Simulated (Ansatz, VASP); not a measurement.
## One calculation of Pb, 3 ways

The starting cell:

```
CELL_PARAMETERS angstrom
0.00000 2.47502 2.47502
2.47502 0.00000 2.47502
2.47502 2.47502 0.00000
ATOMIC_POSITIONS crystal
Pb 0.00000 0.00000 0.00000
```

Alike in all runs: task relaxation of cell and atoms; functional BLYP; k mesh 9 × 9 × 9; occupations fermi-dirac, width 0.05 eV; no spin polarisation; no spin-orbit coupling.

| program and potentials | plane-wave cutoff (eV) | notes | equilibrium volume (Å³/atom) |
| --- | --- | --- | --- |
| Ansatz, Ansatz PAW | 420 | potentials made for PBE, which Ansatz adapts in part | 34.57 |
| VASP, PBE PAW files Pb_d, 600 eV | 600 | potentials made for PBE | 34.60 |
| Ansatz, all-electron LAPW, scalar-relativistic | - | - | 34.57 |

The equilibrium volume spans 34.57 (Ansatz, Ansatz PAW) to 34.60 Å³/atom (VASP, PBE PAW files Pb_d, 600 eV), with all-electron results at 34.57. Some sets were made for another functional than the one run, which can shift their rows. Relaxations stop with a little pressure left, so the last digit of a volume isn't settled.

Differences between rows come from potentials, basis sets and numerical settings, since the functional is the same but for its coding. Runs on potential files found faulty are left out.
